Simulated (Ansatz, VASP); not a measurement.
**TiO2 in VASP and in Ansatz**

The input INCAR:

```
  PREC = Accurate
  ENCUT = 520
  EDIFF = 1E-6
  ISMEAR = -1
  SIGMA = 0.05
  LREAL = False
  LASPH = True
  NELM = 80
  ALGO = Normal
  ISIF = 2
  LWAVE = False
  LCHARG = False
  GGA = PE
  IBRION = 2
  NSW = 60
  EDIFFG = -0.01
```

KPOINTS

```
regular mesh
0
Gamma
  7 5 3
```

Contents of POSCAR:

```
TiO2
1.0
    2.8495339644      0.0000000000      0.0000000000
    0.0001997601      4.7076067549      0.0000000000
    1.4242268363      0.2423534620      7.0834647979
Ti O
3 6
Direct
    0.0033718700      0.0003888100      0.0007031900
    0.3446402100      0.4802596500      0.3169598700
    0.6617081400      0.5204743600      0.6844963600
    0.4400381600      0.1854376900      0.1285388000
    0.7779263400      0.2977287500      0.4518780700
    0.1012362400      0.3089534200      0.8062432200
    0.9064972100      0.6918369900      0.1951715700
    0.2294071500      0.7030072800      0.5495147300
    0.5680256700      0.8153000600      0.8728271800
```

File input.yaml:

```yaml
crystal:
  lattice:
    - [2.8495339644, 0.0, 0.0]
    - [0.0001997601, 4.7076067549, 0.0]
    - [1.4242268363, 0.242353462, 7.0834647979]
  atoms:
    - { symbol: Ti, position: [0.00337187, 0.00038881, 0.00070319] }
    - { symbol: Ti, position: [0.34464021, 0.48025965, 0.31695987] }
    - { symbol: Ti, position: [0.66170814, 0.52047436, 0.68449636] }
    - { symbol: O, position: [0.44003816, 0.18543769, 0.1285388] }
    - { symbol: O, position: [0.77792634, 0.29772875, 0.45187807] }
    - { symbol: O, position: [0.10123624, 0.30895342, 0.80624322] }
    - { symbol: O, position: [0.90649721, 0.69183699, 0.19517157] }
    - { symbol: O, position: [0.22940715, 0.70300728, 0.54951473] }
    - { symbol: O, position: [0.56802567, 0.81530006, 0.87282718] }
hamiltonian:
  xc: pbe
  pseudopotentials: { kind: paw }
kpoints:
  mp_grid: { grid: [7, 5, 3] }
scf:
  occupations: { method: fermi_dirac, width: 0.05 }
output:
  forces: true
  stress: true
  eigenvalues: true
  write_density: true
  write_potential: true
  elf: true
  volumetric_format: npy
relax:
  f_tol: 0.01
  max_steps: 40
```

Change from the starting cell: strain = -0.04.

Alike in both runs: task relaxation of the atoms; functional PBE; k mesh 7 × 5 × 3; occupations fermi-dirac, width 0.05 eV; no spin polarisation.

|  | VASP | Ansatz |
| --- | --- | --- |
| version | VASP 6.6.1 | Ansatz 0.2.0 |
| potentials or method | VASP PAW PBE potentials, release 64 (Ti_sv, O) | Ansatz PAW |
| plane-wave cutoff (eV) | 520 | 420 |
| valence electrons in the cell | 72 | 72 |

VASP gave:

- gap on the k mesh at the Fermi level, each at its own relaxed structure (eV): 2.35
- energy change over the relaxation (meV/atom): -5

What did Ansatz give for the same quantities?

gap on the k mesh at the Fermi level, each at its own relaxed structure (eV): 2.38; energy change over the relaxation (meV/atom): -4.

Caveats: an odd mesh through Γ misses points on the zone boundary, where band edges often lie (VASP); odd divisions of the mesh miss points on the zone boundary, where band edges often lie, so the gap on the mesh can be too wide (Ansatz).
